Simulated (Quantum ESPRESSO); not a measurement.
# ZnS (Wurtzite-2H) (P6_3mc) in Quantum ESPRESSO: reference runs

How does ZnS (Wurtzite-2H) come out in PBE? The cell is run as given.

All numbers are computed with Quantum ESPRESSO 7.5; they aren't measurements. Logs are shortened: lines on timing, memory, paths and dates and some standing lists are left out, and cuts for length are marked.

**Measured values to compare with.**

From a printed reference work, monograph, for a bulk crystal of ZnS at 4 K: band gap 3.911 eV (direct).

The runs below are set against these values where they give the same quantity.

## 1. Starting point

It takes space group P6_3mc (No. 186, hexagonal). Conventional cell: a = 3.811 Å, b = 3.811 Å, c = 6.234 Å, α = 90.00°, β = 90.00°, γ = 120.00°. Around Zn (site symmetry 3m) lie 4 S at 2.31 to 2.40 Å. Around S (site symmetry 3m) lie 4 Zn at 2.31 to 2.40 Å.

## 2. Single point, PBE

The input, pw.in:

```
&CONTROL
  calculation = 'scf'
  prefix = 'pwscf'
  outdir = './tmp'
  pseudo_dir = './pseudo'
  tprnfor = .true.
  tstress = .true.
  disk_io = 'nowf'
/
&SYSTEM
  ibrav = 0
  nat = 4
  ntyp = 2
  ecutwfc = 55
  ecutrho = 440
  nbnd = 36
  occupations = 'smearing'
  smearing = 'fd'
  degauss = 0.00367493
/
&ELECTRONS
  conv_thr = 8d-10
  electron_maxstep = 120
  mixing_beta = 0.5
/
ATOMIC_SPECIES
Zn    65.3800 Zn_pbe_v1.uspp.F.UPF
S     32.0600 s_pbe_v1.4.uspp.F.UPF
CELL_PARAMETERS angstrom
   3.8110000000    0.0000000000    0.0000000000
  -1.9055000000    3.3004228138    0.0000000000
   0.0000000000    0.0000000000    6.2340000000
ATOMIC_POSITIONS crystal
Zn     0.6666666667    0.3333333333    0.5000000000
Zn     0.3333333333    0.6666666667    0.0000000000
S      0.6666666667    0.3333333333    0.8850000000
S      0.3333333333    0.6666666667    0.3850000000
K_POINTS automatic
8 8 5 0 0 0
```

Potentials or basis: SSSP 1.3 efficiency PBE.

The run is started by

```
OMP_NUM_THREADS=1 mpirun -n 2 pw.x -nk 2 -in pw.in > pw.out
```

pw.out:

```text
This program is part of the open-source Quantum ESPRESSO suite
     for quantum simulation of materials; please cite
[... 13 lines left out ...]
     --------------------
     sticks:   dense  smooth     PW     G-vecs:    dense   smooth      PW
     Sum        1573     769    235                82327    29059    4573

     Using Slab Decomposition

     bravais-lattice index     =            0
     lattice parameter (alat)  =       7.2017  a.u.
     unit-cell volume          =     529.1416 (a.u.)^3
     number of atoms/cell      =            4
     number of atomic types    =            2
     number of electrons       =        52.00
     number of Kohn-Sham states=           36
     kinetic-energy cutoff     =      55.0000  Ry
     charge density cutoff     =     440.0000  Ry
     scf convergence threshold =      8.0E-10
     mixing beta               =       0.5000
     number of iterations used =            8  plain     mixing
     Exchange-correlation=  SLA  PW   PBX  PBC
                           (   1   4   3   4   0   0   0)

     celldm(1)=   7.201746  celldm(2)=   0.000000  celldm(3)=   0.000000
     celldm(4)=   0.000000  celldm(5)=   0.000000  celldm(6)=   0.000000

     crystal axes: (cart. coord. in units of alat)
               a(1) = (   1.000000   0.000000   0.000000 )
               a(2) = (  -0.500000   0.866025   0.000000 )
               a(3) = (   0.000000   0.000000   1.635791 )

     reciprocal axes: (cart. coord. in units 2 pi/alat)
               b(1) = (  1.000000  0.577350 -0.000000 )
               b(2) = (  0.000000  1.154701  0.000000 )
               b(3) = (  0.000000 -0.000000  0.611325 )

     PseudoPot. # 1 for Zn read from file:
     Zn_pbe_v1.uspp.F.UPF
     Pseudo is Ultrasoft, Zval = 20.0
     Generated by new atomic code, or converted to UPF format
     Using radial grid of  943 points,  6 beta functions with:
                l(1) =   0
                l(2) =   0
                l(3) =   1
                l(4) =   1
                l(5) =   2
                l(6) =   2
     Q(r) pseudized with  8 coefficients,  rinner =    1.100   1.100   1.100
                                                       1.100   1.100

     PseudoPot. # 2 for S  read from file:
     s_pbe_v1.4.uspp.F.UPF
     Pseudo is Ultrasoft + core correction, Zval =  6.0
     Generated by new atomic code, or converted to UPF format
     Using radial grid of  907 points,  6 beta functions with:
                l(1) =   0
                l(2) =   0
                l(3) =   1
                l(4) =   1
                l(5) =   2
                l(6) =   2
     Q(r) pseudized with  8 coefficients,  rinner =    1.300   1.300   1.300
                                                       1.300   1.300

     atomic species   valence    mass     pseudopotential
     Zn               20.00    65.38000     Zn( 1.00)
     S                 6.00    32.06000     S ( 1.00)

     12 Sym. Ops. (no inversion) found ( 6 have fractional translation)

   Cartesian axes

     site n.     atom                  positions (alat units)
         1        Zn     tau(   1) = (   0.5000000   0.2886751   0.8178956  )
         2        Zn     tau(   2) = (  -0.0000000   0.5773503   0.0000000  )
         3        S      tau(   3) = (   0.5000000   0.2886751   1.4476752  )
         4        S      tau(   4) = (  -0.0000000   0.5773503   0.6297796  )

     number of k points=    30  Fermi-Dirac smearing, width (Ry)=  0.0037
                       cart. coord. in units 2pi/alat
        k(    1) = (   0.0000000   0.0000000   0.0000000), wk =   0.0062500
        k(    2) = (   0.0000000   0.0000000   0.1222650), wk =   0.0125000
        k(    3) = (   0.0000000   0.0000000   0.2445300), wk =   0.0125000
        k(    4) = (   0.0000000   0.1443376   0.0000000), wk =   0.0375000
        k(    5) = (   0.0000000   0.1443376   0.1222650), wk =   0.0750000
        k(    6) = (   0.0000000   0.1443376   0.2445300), wk =   0.0750000
[... 22 lines left out ...]
        k(   29) = (   0.2500000   0.5773503   0.1222650), wk =   0.0750000
        k(   30) = (   0.2500000   0.5773503   0.2445300), wk =   0.0750000

     Dense  grid:    82327 G-vectors     FFT dimensions: (  50,  50,  80)

     Smooth grid:    29059 G-vectors     FFT dimensions: (  36,  36,  60)

     Initial potential from superposition of free atoms

     starting charge      51.9996, renormalised to      52.0000
     Starting wfcs are   34 randomized atomic wfcs +    2 random wfcs

     Self-consistent Calculation

     iteration #  1     ecut=    55.00 Ry     beta= 0.50
     Davidson diagonalization with overlap
     ethr =  1.00E-02,  avg # of iterations =  4.2

     Threshold (ethr) on eigenvalues was too large:
     Diagonalizing with lowered threshold

     Davidson diagonalization with overlap
     ethr =  4.12E-04,  avg # of iterations =  1.6

     total energy              =    -971.48289426 Ry
     estimated scf accuracy    <       0.20738444 Ry
[... 57 lines left out ...]
     iteration # 10     ecut=    55.00 Ry     beta= 0.50
     Davidson diagonalization with overlap
     ethr =  2.11E-12,  avg # of iterations =  2.6

     End of self-consistent calculation

          k = 0.0000 0.0000 0.0000 (  3669 PWs)   bands (ev):

  -118.0624-118.0624 -72.2330 -72.2329 -72.2316 -72.2316 -72.2315 -72.2315
    -6.3655  -5.4398   0.4688   0.4688   0.5330   0.5330   0.5442   0.9518
     0.9518   1.0323   1.0323   1.1901   1.6679   5.9751   5.9751   6.8230
     6.8230   6.8337   9.0772   9.8253  13.1111  13.1111  13.4149  14.4208
    14.4208  16.1296  16.8747  16.8747
[... 83 lines left out ...]
  -118.0624-118.0624 -72.2330 -72.2330 -72.2316 -72.2316 -72.2316 -72.2315
    -5.4471  -5.2916   0.4803   0.5229   0.6427   0.6864   0.7561   0.7723
     1.0046   1.0263   1.0327   1.1231   2.3469   2.6758   4.7775   5.1444
     5.5182   5.5641  10.4113  10.8774  12.0798  12.5481  15.1073  15.3649
    15.8844  16.1958  17.6713  18.8047

          k = 0.0000-0.5774 0.0000 (  3602 PWs)   bands (ev):

  -118.0624-118.0624 -72.2330 -72.2330 -72.2316 -72.2316 -72.2315 -72.2315
    -5.4264  -5.1037   0.5063   0.6106   0.7212   0.7727   0.8123   0.8660
     1.0051   1.0644   1.1274   1.1415   2.0127   2.6197   3.6776   4.5810
     5.2755   5.8500  10.4482  11.0937  12.0101  13.9468  14.2309  15.2463
    15.8860  18.1867  18.8780  19.4657

          k = 0.0000-0.5774 0.1223 (  3626 PWs)   bands (ev):

  -118.0624-118.0624 -72.2330 -72.2330 -72.2316 -72.2316 -72.2316 -72.2315
    -5.3927  -5.1307   0.4973   0.6256   0.6466   0.7576   0.8138   0.8714
     1.0081   1.0545   1.1512   1.1662   1.8852   2.4234   4.1078   4.6895
     5.4708   5.7098  10.5080  10.5553  12.4710  13.1398  14.2739  14.9583
    16.5354  17.9277  18.6048  19.8168

          k = 0.0000-0.5774 0.2445 (  3630 PWs)   bands (ev):

  -118.0624-118.0624 -72.2330 -72.2330 -72.2316 -72.2316 -72.2316 -72.2315
    -5.3067  -5.2061   0.4917   0.5387   0.6658   0.7168   0.8259   0.8519
     1.0176   1.0344   1.1766   1.1985   1.8512   2.0766   4.9384   4.9819
     5.3680   5.5274  10.2589  10.6437  12.0009  12.2001  15.1720  15.5605
    16.4635  16.5129  18.9098  19.3296
[... 115 lines left out ...]
  -118.0624-118.0624 -72.2330 -72.2330 -72.2316 -72.2316 -72.2316 -72.2316
    -5.2046  -5.1609   0.6046   0.6555   0.6628   0.7227   0.8388   0.8410
     0.9622   0.9655   1.2626   1.3083   2.0232   2.1520   3.6657   4.1445
     5.3501   5.5834  11.2629  11.5807  12.8745  13.2879  13.9338  14.4819
    16.2514  16.4322  17.7130  17.8095

     the Fermi energy is     7.8394 ev

!    total energy              =    -971.54159517 Ry
     estimated scf accuracy    <          2.7E-11 Ry
     smearing contrib. (-TS)   =      -0.00000000 Ry
     internal energy E=F+TS    =    -971.54159517 Ry

     The total energy is F=E-TS. E is the sum of the following terms:
     one-electron contribution =    -908.87713284 Ry
     hartree contribution      =     468.37047387 Ry
     xc contribution           =    -101.41987135 Ry
     ewald contribution        =    -429.61506485 Ry

     convergence has been achieved in  10 iterations

     Forces acting on atoms (cartesian axes, Ry/au):

     atom    1 type  1   force =     0.00000000    0.00000000    0.01246479
     atom    2 type  1   force =     0.00000000   -0.00000000    0.01246479
     atom    3 type  2   force =     0.00000000   -0.00000000   -0.01246479
     atom    4 type  2   force =    -0.00000000    0.00000000   -0.01246479

     Total force =     0.024930     Total SCF correction =     0.000005

     Computing stress (Cartesian axis) and pressure

          total   stress  (Ry/bohr**3)                   (kbar)     P=       23.61
   0.00020697   0.00000000   0.00000000           30.45        0.00        0.00
   0.00000000   0.00020697   0.00000000            0.00       30.45        0.00
  -0.00000000  -0.00000000   0.00006755           -0.00       -0.00        9.94

=------------------------------------------------------------------------------=
   JOB DONE.
=------------------------------------------------------------------------------=
```

Run time: 48 s. Hardware: 2 MPI ranks of Arm Neoverse V2, shared host; peak memory 0.46 GiB.

Results:

* Free energy: -13218.4968 eV
* Pressure: 2.4 GPa
* Largest force: 0.320 eV/Å
* Band gap on the k mesh: 2.24 eV, direct

Forces in eV/Å, atoms in the order of the input:
```
Zn   0.000  0.000  0.320
Zn   0.000  0.000  0.320
S    0.000  0.000 -0.320
S    0.000  0.000 -0.320
```

Stress tensor (GPa, compression positive):
```
3.04 0.00 0.00
0.00 3.04 0.00
0.00 0.00 0.99
```

## 3. How close it comes

Step 2. A measured gap of ZnS is 3.911 eV (direct; 4 K; a printed reference work, monograph); the calculated 2.24 eV misses it by -1.67 eV. The value is that of PBE, without temperature or zero-point motion. Semilocal functionals fall short of measured gaps as a rule.
